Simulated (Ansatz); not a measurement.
An added Cl started as a split pair with a Cl atom in rocksalt RbCl, 65 atoms, charge +1

All numbers come from Ansatz (PAW, plane waves, no spin–orbit coupling) at the single k point (¼, ¼, ¼) without its symmetry partners. The atoms were relaxed with PBEsol in a fixed cell; other functionals are single points on those atoms unless said otherwise. The valence top and gap of the host come from the perfect supercell at Γ, which can miss a band edge that doesn't fold there, PBEsol gap 4.89 eV, HSE06 gap 6.35 eV. The charge correction uses an assumed dielectric constant of 4.9.

Cell: a = 13.093 Å, b = 13.093 Å, c = 13.093 Å, α = 90.00°, β = 90.00°, γ = 90.00°.

Nearest atoms after relaxation, from the placed atom (for vacancies from the middle of the vacant sites): Cl at 2.27 Å, Cl at 2.27 Å, Rb at 3.01 Å, Rb at 3.01 Å.

Chemical potentials μ are those of reference phases of the elements at zero temperature by the same functional (the usual solids, diamond for C, grey Sn, and the molecules H2, N2, O2, F2, Cl2, Br2 and S8).

| functional | E(defect) − E(host) − Σ nμ + q·E_VBM (eV) | monopole (eV) | alignment (eV) | formation energy at E_F = VBM (eV) | moment (μB) | wall time, shared host |
| --- | --- | --- | --- | --- | --- | --- |
| PBEsol | -0.53 | 0.32 | -0.05 | -0.26 | 0 (no spin) | 29 s on NVIDIA GB300 (relaxation) |

Question: Estimate the formation energy and moment that HSE06 gives on these atoms.

Answer: -0.45 eV at E_F = VBM (-0.72 eV before the monopole term 0.32 eV and the alignment -0.05 eV), moment 0 (no spin).

Question: How does the monopole term follow by hand for this cubic cell?

Answer: q²·α·e²/(4πε₀)/(2εL) with the Madelung constant α = 2.837 and e²/4πε₀ = 14.40 eV·Å: 1 × 2.837 × 14.40 / (2 × 4.9 × 13.093) = 0.32 eV.

HSE06 one-electron levels near the gap (the ten most localised at most), from the host's valence top, not corrected for the charge's images:

```csv
level (eV),spin,filling,atoms sharing it,element of the atom with most weight
0.09,both,2.00,13.7,Cl
0.09,both,2.00,19.7,spread
0.10,both,2.00,10.6,Cl
0.11,both,2.00,19.0,Cl
0.12,both,2.00,18.1,Cl
0.12,both,2.00,19.7,spread
0.13,both,2.00,17.7,Cl
0.16,both,2.00,17.8,Cl
0.17,both,2.00,20.1,spread
3.55,both,0.00,3.2,Cl
```

All elements are taken at their own reference at once; growth conditions in equilibrium with the host shift these energies, by up to the host's formation enthalpy.

One k point and a cell of this size can leave errors of several tenths of an eV in such numbers.
